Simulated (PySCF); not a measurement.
Molecule: `c1c[nH]cn1`, C$_{3}$H$_{4}$N$_{2}$.

Mapped SMILES: `[cH:1]1[cH:2][nH:3][cH:4][n:5]1`. Hydrogens are named by the atom that carries them.

Geometry PBE0-D3(BJ)/def2-SVP throughout; GIAO in PySCF 2.14.0 with density-fitted response routines, gas phase, one conformer, non-relativistic; equivalent atoms averaged; functional PBE0.

Q: How do the shifts δ (against TMS, NH3 at the same level) depend on the basis set? (ppm; last column core-seconds on shared hosts with different chips, so compare them loosely)

A: 
| basis set | functions | C1 | C4 | C2 | N5 | N3 | H(N3) | H(C4) | H(C1) | H(C2) | core-s |
| --- | --- | --- | --- | --- | --- | --- | --- | --- | --- | --- | --- |
| STO-3G | 29 | 109.2 | 106.3 | 103.4 | 220.7 | 97.3 | 7.34 | 6.54 | 6.53 | 5.90 | 1.5 |
| 6-31G | 53 | 125.4 | 126.0 | 111.4 | 274.1 | 150.2 | 7.55 | 7.25 | 7.23 | 6.86 | 3.2 |
| pcSseg-0 | 53 | 142.2 | 144.2 | 126.3 | 317.1 | 174.7 | 7.28 | 7.34 | 7.29 | 6.87 | 4.5 |
| 6-31G* | 78 | 122.7 | 123.7 | 107.5 | 259.0 | 148.2 | 7.48 | 7.11 | 6.97 | 6.59 | 4.2 |
| def2-SVP | 90 | 127.1 | 127.6 | 110.9 | 282.1 | 163.2 | 7.77 | 6.92 | 6.93 | 6.57 | 4.6 |
| cc-pVDZ | 90 | 127.4 | 128.3 | 112.2 | 281.9 | 165.5 | 7.91 | 7.17 | 7.07 | 6.72 | 7.9 |
| pcSseg-1 | 105 | 134.7 | 135.8 | 117.8 | 303.6 | 179.4 | 8.06 | 7.37 | 7.26 | 6.93 | 5.6 |
| aug-cc-pVDZ | 151 | 128.6 | 130.9 | 111.7 | 279.4 | 162.1 | 8.50 | 7.62 | 7.44 | 7.14 | 13 |
| 6-311+G(2d,p) | 159 | 133.3 | 134.2 | 115.3 | 292.2 | 171.1 | 8.27 | 7.52 | 7.34 | 7.00 | 10 |
| def2-TZVP | 179 | 134.1 | 135.0 | 116.5 | 299.4 | 175.4 | 8.29 | 7.46 | 7.33 | 7.04 | 14 |
| cc-pVTZ | 206 | 133.4 | 134.1 | 115.7 | 298.9 | 175.4 | 8.44 | 7.43 | 7.27 | 7.00 | 22 |
| IGLO-III | 215 | 137.9 | 138.5 | 119.3 | 301.4 | 175.7 | 8.39 | 7.50 | 7.35 | 7.02 | 22 |
| pcSseg-2 | 236 | 139.0 | 139.8 | 120.6 | 304.7 | 177.7 | 8.54 | 7.51 | 7.38 | 7.05 | 14 |

Q: Which nucleus moves most, in ppm?

A: N5 (pyridine-type nitrogen of an azole): from 220.7 ppm with STO-3G to 317.1 ppm with pcSseg-0. The smallest spread is 0.91 ppm, at H(C1). Proton shifts span only some 12 ppm, so a few tenths of a ppm matter as much there as several ppm in carbon.

Q: Taking the largest basis, pcSseg-2 (236 functions), as the yardstick, rank the others by their worst heavy-atom deviation.

A: IGLO-III 3.3 ppm (215 functions), pcSseg-1 4.3 ppm (105 functions), def2-TZVP 5.3 ppm (179 functions), cc-pVTZ 5.8 ppm (206 functions), pcSseg-0 12.4 ppm (53 functions), 6-311+G(2d,p) 12.5 ppm (159 functions), def2-SVP 22.6 ppm (90 functions), cc-pVDZ 22.8 ppm (90 functions), aug-cc-pVDZ 25.4 ppm (151 functions), 6-31G 30.6 ppm (53 functions), 6-31G* 45.7 ppm (78 functions), STO-3G 84.0 ppm (29 functions).

A small basis that lands close on one nucleus may do so by chance; judge by the trend and by all nuclei.
